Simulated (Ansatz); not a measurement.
Input and output of a single-point calculation on zincblende BeTe (Ansatz 0.2.0, r2SCAN+SOC). The cell was relaxed with r2SCAN and then strained (isotropic -2.0 % on every length), with the atoms relaxed again with r2SCAN; k points keep the names of the unstrained zone.

input.yaml:
```yaml
crystal:
  lattice:
    - [0.0, 2.7720511529, 2.7720511529]
    - [2.7720511529, 0.0, 2.7720511529]
    - [2.7720511529, 2.7720511529, 0.0]
  atoms:
    - { symbol: Be, position: [0.0, 0.0, 0.0] }
    - { symbol: Te, position: [0.25, 0.25, 0.25] }
kpoints:
  mp_grid: { grid: [8, 8, 8] }
  band_path:
    path:
      - [0.0, 0.0, 0.0]
      - [-0.5, -0.5, 0.0]
      - [-0.375, -0.375, 0.25]
      - [-0.375, 0.0, 0.375]
      - [0.0, 0.0, 0.5]
      - [-0.5, -0.25, 0.25]
      - [0.0, 0.5, 0.5]
    npoints: 1
hamiltonian:
  xc: r2scan
scf:
  occupations: { method: fixed }
  n_extra_bands: 8
magnetization:
  noncollinear: true
  spin_orbit: true
output:
  forces: true
  stress: true
  eigenvalues: true
```

Question: It took 7.3 s on 1 × NVIDIA H100 80GB HBM3 with 2 threads of AMD EPYC 7R13 Processor (Zen 3), with other jobs on the host, load about 0.8 per core. What peak of host memory did it reach?

Answer: About 1.2 GiB.

The output, standing remarks left out:
```
scf.n_extra_bands = 8 over 18 filled bands (N_el = 18.0): the run solves 26 bands
Functional definition: r2SCAN
Crystal: 2 atoms, lattice volume = 42.602 Å³
Basis set: ecut = 500 eV, 1067 PW (Γ)
Symmetry: 24 space group operations + 24 with time reversal
Magnetic group: BNS 216.75 (UNI 1577)
k-points: 29 of 512 (time reversal used)
Projection manifold: j_resolved (fully-relativistic pseudo-atomic orbitals)
SCF iter   1: HF=-7077.654521 eV  Δρ=3.07e-2  dr2=4.74e-1
SCF iter   2: HF=-7077.630022 eV  Δρ=1.97e-2  dr2=1.72e-1
SCF iter   3: HF=-7077.643445 eV  Δρ=3.45e-3  dr2=3.37e-3
SCF iter   4: HF=-7077.646386 eV  Δρ=8.71e-4  dr2=2.42e-4
SCF iter   5: HF=-7077.646509 eV  Δρ=1.46e-4  dr2=6.13e-6
SCF iter   6: HF=-7077.646602 eV  Δρ=1.60e-5  dr2=5.96e-8
SCF iter   7: HF=-7077.646602 eV  Δρ=2.00e-6  dr2=1.27e-9
SCF 1 converged in 7 iterations: F = -7077.646602 eV  dr2 = 1.27e-9
Free energy (F): -7077.646602 eV
Fermi energy:    8.201535 eV
--- Stress (GPa, compression-positive) ---
        4.048298       0.000000       0.000000
        0.000000       4.048298       0.000000
        0.000000       0.000000       4.048298
  P = ⅓ Tr σ = 4.0483 GPa (40.483 kbar)
```

bands.tsv, columns around the gap (it counts bands from 0):
```tsv
# k_distance	band_8	band_9	band_10	band_11	band_12	band_13	band_14	band_15	band_16	band_17	band_18	band_19	band_20	band_21	band_22	band_23	band_24	band_25
# fermi_ev = 8.201535
# [0, 0, 0] at k_distance = 0.000000
# [-0.5, -0.5, 0] at k_distance = 1.133310
# [-0.375, -0.375, 0.25] at k_distance = 1.533995
# [-0.375, 0, 0.375] at k_distance = 2.228003
# [0, 0, 0.5] at k_distance = 2.922011
# [-0.5, -0.25, 0.25] at k_distance = 3.723382
# [0, 0.5, 0.5] at k_distance = 4.990460
# levels_relative_to = fermi_ev
0.000	-36.801	-36.801	-13.412	-13.412	-0.947	-0.947	0.000	0.000	0.000	0.000	3.650	3.650	3.702	3.702	3.702	3.702	4.586	4.586
1.133	-36.797	-36.797	-11.256	-11.256	-5.942	-5.942	-3.430	-3.430	-3.029	-3.029	1.930	1.930	2.632	2.632	10.438	10.438	10.779	10.779
1.534	-36.797	-36.797	-11.282	-11.282	-5.662	-5.438	-4.735	-4.447	-2.766	-2.750	2.697	2.722	5.448	5.542	8.385	8.434	8.895	8.982
2.228	-36.797	-36.797	-11.282	-11.282	-5.662	-5.438	-4.735	-4.447	-2.766	-2.750	2.697	2.722	5.448	5.542	8.385	8.434	8.895	8.982
2.922	-36.796	-36.796	-11.842	-11.842	-6.402	-6.402	-1.817	-1.817	-1.309	-1.309	3.394	3.394	4.682	4.682	4.732	4.732	8.163	8.163
3.723	-36.798	-36.798	-11.214	-11.214	-5.509	-5.175	-4.663	-4.204	-3.819	-3.765	5.382	5.408	5.751	5.775	6.032	6.033	6.471	6.681
4.990	-36.797	-36.797	-11.256	-11.256	-5.942	-5.942	-3.430	-3.430	-3.029	-3.029	1.930	1.930	2.632	2.632	10.438	10.438	10.779	10.779
```
In order the rows are Γ, X, U, K, L, W, X.

r2SCAN+SOC gives an indirect gap of 1.93 eV, from Γ to X; the least direct gap is 3.65 eV at Γ. The mean pressure is +4.05 GPa (compression positive), so r2SCAN+SOC would enlarge the cell's volume.

No magnetic order and no zero-point or thermal motion.
